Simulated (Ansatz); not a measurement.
**Two Ansatz runs on Y**

The cell is COD entry 1539818, as deposited and not checked against the literature; nothing was relaxed. The listed cell was then made from it by scaling, straining or moving an atom.

First run: DFT, PBE, PAW with Ansatz's default frozen-core files, scalar-relativistic (Ansatz 0.2.0).

Command: `ansatz run input.yaml --threads 1 --pin off --max-ram 2048MiB --backend cpu --events-out ev --progress --plain --runs-dir out` The run took 3.5 s on 1 thread of Arm Neoverse V2 (shared host), peak memory 0.38 GiB.

```yaml
crystal:
  lattice:
    - [3.675682056, 0.0, 0.0]
    - [-1.837841028, 3.1832340367, 0.0]
    - [0.0, 0.0, 5.7854633609]
  atoms:
    - { symbol: "Y", position: [0.3333333333, 0.6666666667, 0.25] }
    - { symbol: "Y", position: [0.6666666667, 0.3333333333, 0.75] }
kpoints:
  mp_grid: { grid: [12, 12, 7] }
scf:
  occupations: { method: fermi_dirac, width: 0.08 }
hamiltonian:
  xc: pbe
  pseudopotentials: { kind: paw }
output:
  forces: true
  stress: true
  eigenvalues: true
  efg: { contact_densities: true }
```

Result: converged; pressure -1.07 GPa; no gap on the k mesh; 6 SCF iterations.

The input is then changed:

```diff
@@ -8,7 +8,7 @@
     - { symbol: "Y", position: [0.6666666667, 0.3333333333, 0.75] }
 kpoints:
-  mp_grid: { grid: [12, 12, 7] }
+  mp_grid: { grid: [4, 4, 2] }
 scf:
-  occupations: { method: fermi_dirac, width: 0.08 }
+  occupations: { method: tetrahedron_uncorrected }
 hamiltonian:
   xc: pbe
@@ -19,3 +19,5 @@
   eigenvalues: true
   efg: { contact_densities: true }
+basis:
+  xc_grid: 4
```

Q: What does the second run give?

A: It converged; energy at zero smearing +73.1 meV/atom from the first run; pressure -0.58 GPa; no gap on the k mesh; 6 SCF iterations. Some of these settings are too coarse for converged properties.
